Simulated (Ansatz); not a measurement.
TiAl3: comparing deformations

Level of theory: DFT PBEsol, scalar-relativistic, plane waves, PAW in Ansatz 0.2.0. Cutoff 420 eV, Γ-centred 12×12×12 k-points, Gaussian smearing of 0.15 eV. No spin polarisation. Energies are free energies at this smearing, counted from the undisturbed cell; pressure is positive in compression.

Zero of the scan (relaxed at this level; this form isn't the usual structure):

```
CELL_PARAMETERS angstrom
3.94834 0.00000 0.00000
0.00000 3.94834 0.00000
0.00000 0.00000 3.94834
ATOMIC_POSITIONS crystal
Ti 0.00000 0.00000 0.00000
Al 0.50000 0.50000 0.00000
Al 0.50000 0.00000 0.50000
Al 0.00000 0.50000 0.50000
```

The cell is strained by ε times a Voigt pattern (xx, yy, zz, yz, xz, xy; engineering shear) with fractional coordinates fixed. τ = (1/V0) dE/dε comes from the stress tensor. Of each scan, only the three points used here are listed.

| pattern | ε | τ (GPa) |
| --- | --- | --- |
| (0, 0, 0, 0, 1, 0) | -0.0187 | -1.53 |
| (0, 0, 0, 0, 1, 0) | 0.0000 | 0.00 |
| (0, 0, 0, 0, 1, 0) | 0.0187 | 1.53 |
| (1, 1, 0, 0, 0, 0) | -0.0150 | -8.53 |
| (1, 1, 0, 0, 0, 0) | 0.0000 | -0.07 |
| (1, 1, 0, 0, 0, 0) | 0.0150 | 7.41 |
| (0, 0, 1, 0, 0, 0) | -0.0150 | -3.09 |
| (0, 0, 1, 0, 0, 0) | 0.0000 | -0.04 |
| (0, 0, 1, 0, 0, 0) | 0.0150 | 2.75 |

**Question.** Which constants do the scans give, and which deformation costs least for the same size of strain tensor?

**Answer.** The slope dτ/dε at zero (parabola through three points) is pᵀCp: (0, 0, 0, 0, 1, 0) gives C44 = 82 GPa; (1, 1, 0, 0, 0, 0) gives 2(C11 + C12) = 531 GPa; (0, 0, 1, 0, 0, 0) gives C11 = 195 GPa. The size of the strain tensor, ε:ε, is ε² times 0.5, 2.0, 1.0. Per unit of it the stiffnesses are 163, 266, 195 GPa, so (0, 0, 0, 0, 1, 0) is the softest of these: at ε:ε = (1 %)² the quadratic term costs 0.78 meV/atom against 1.28 for the stiffest.

**Question.** What else follows for this cubic crystal?

**Answer.** From the unrounded slopes C11 = 194.6 and C12 = 71.0 GPa, so B = (C11 + 2 C12)/3 = 112 GPa and the Poisson ratio for a pull along a cube edge is C12/(C11 + C12) = 0.27.

**Question.** How anisotropic is this cubic crystal?

**Answer.** Zener's ratio 2 C44/(C11 − C12) = 1.32; it is 1 for an isotropic solid.

In a metal these slopes depend on the k mesh and the smearing.